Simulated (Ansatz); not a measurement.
## CdS: experiment and calculation

**What was measured.**

From a printed reference work, data compilation, for a bulk crystal of CdS at 300 K: lattice constant a 4.1354 ± 0.0008 Å; lattice constant c 6.712 ± 0.0007 Å.

“Isotope dependence of band-gap energy”, 2008, arxiv:0807.2152 quotes, for a bulk crystal of CdS: band gap 2.5809 ± 0.0002 eV.

A printed reference work, monograph reports, for a bulk crystal of CdS at 300 K: high-frequency dielectric constant 5.29.

How close the calculation comes is told below.

Theory: DFT PBE, scalar-relativistic, plane waves, PAW in Ansatz.

Plane waves to 420 eV, a k mesh through Γ of 6×6×4 on the computed 4-atom cell and Gaussian smearing (0.02 eV); no spin polarisation.

Relaxed structure, symmetry kept:

```cif
data_structure
_symmetry_space_group_name_H-M 'P 1'
_symmetry_Int_Tables_number 1
_cell_length_a 4.1970
_cell_length_b 4.1970
_cell_length_c 6.8279
_cell_angle_alpha 90.000
_cell_angle_beta 90.000
_cell_angle_gamma 120.000
_cell_volume 104.16
loop_
_atom_site_label
_atom_site_type_symbol
_atom_site_fract_x
_atom_site_fract_y
_atom_site_fract_z
_atom_site_occupancy
Cd1 Cd 0.33333 0.66667 0.99920 1
Cd2 Cd 0.66667 0.33333 0.49920 1
S1 S 0.33333 0.66667 0.37580 1
S2 S 0.66667 0.33333 0.87580 1
```

| Item | Value |
| --- | --- |
| Space group | P6_3mc (No. 186) |
| Volume per atom | 26.04 Å³ |
| Formation energy from the elements' standard states (uncorrected) | -0.659 eV/atom |
| Kohn–Sham band gap | 1.11 eV, direct at Γ |
| Löwdin character of the top 1 eV of the valence band | S 3p 90 % |
| Löwdin character of the lowest 1 eV of the conduction band | Cd 5s 57 %, S 3p 22 %, S 3s 19 % |
| Electron masses at the edge by Cartesian direction of the standard setting (m_e; degenerate bands sorted by energy; no spin-orbit coupling) | x: 0.13; y: 0.13; z: 0.12 |
| Hole masses at the edge by Cartesian direction of the standard setting (m_e; degenerate bands sorted by energy; no spin-orbit coupling) | x: 1.7, 0.13; y: 1.7, 0.13; z: 1.8, 1.8 |
| Bulk modulus | 53 GPa |
| Its pressure derivative | 4.6 |
| Electronic dielectric constant xx, yy, zz of the standard setting (independent particles) | 6.4, 6.4, 6.5 |
| Bader charges (e) | Cd (2 in the cell) 0.86, S (2 in the cell) -0.86 |

Against the measured lattice constant a of CdS, 4.1354 Å (300 K; a printed reference work, data compilation), the calculated 4.197 Å is off by +1.5 %. Measured lattice constant c of CdS: 6.712 Å (300 K; a printed reference work, data compilation). This calculation gives 6.828 Å (+1.7 %). The calculation is for 0 K without zero-point motion. Measured band gap of CdS: 2.5809 eV (quoted in the paper above). This calculation gives 1.11 eV (-1.47 eV). So large a miss may mean another phase, state or a wrong row. 2 values of this kind are on record in papers (2.44 to 2.5809 eV); this one was drawn at random among those near their median, those with a stated uncertainty first. Kohn–Sham gaps of semilocal functionals fall short of measured ones as a rule; spin-orbit coupling, left out here, would usually lower the calculated gap of a compound with heavy elements. Against the measured high-frequency dielectric constant of CdS, 5.29 (300 K; a printed reference work, monograph), the calculated 6.46 is off by +22.0 %. 2 values of this kind are on record (5.23 to 5.29); this one was drawn at random. Local fields are left out.